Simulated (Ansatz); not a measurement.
A crystal relaxed with r2SCAN in Ansatz has space group Pbcn (No. 60) and a = 5.023 Å, b = 11.980 Å, c = 5.306 Å.

```
atom  site       x       y       z
   V    4c  0.0000  0.6065  0.7500
  Bi    4c  0.0000  0.8852  0.7500
  Xx    8d  0.2442  0.9657  0.0846
  Xx    8d  0.6467  0.8076  0.0436
```

r2SCAN gives an indirect gap of 2.79 eV, from Γ–Z (0.86 of the way from Γ) to Γ–X (0.96 of the way from Γ); the least direct gap is 2.86 eV at Γ–X (0.96 of the way from Γ). With HSE06 the gap is 3.74 eV and direct, at Γ–X (0.96 of the way from Γ). Meshes: r2SCAN 6×2×6, HSE06 4×2×4. r2SCAN's ε∞ is 5.8, 5.4 and 5.7 along x, y and z.

**Question.** Which element is Xx?
A. Se
B. S
C. O
D. Te

**Answer.** C. Xx is O: VBiO4 (Pbcn) from a database of computed structures. V is surrounded by 4 O at 1.67–1.78 Å; Bi is surrounded by 8 O at 2.34–2.66 Å; O is surrounded by 1 V at 1.78 Å and 2 Bi at 2.34–2.36 Å; O is surrounded by 1 V at 1.67 Å and 2 Bi at 2.54–2.66 Å.

(Simulation; spin polarisation is off.)

Spin-orbit coupling is left out; in compounds of Pb, Bi, Tl or Hg it can lower a gap by up to about 1 eV, split its edges or invert the bands.

Where an edge lies off the special points, it is a point of the mesh or the k point where a search put PBE's edge or least direct gap, reused for the other functionals, whose own edges may lie a little apart.

The meshes of the hybrids are coarse, so their gaps aren't converged to the digits shown.

For a response run the program warns that the ground state's bands aren't all converged, so ε∞ carries an extra error.
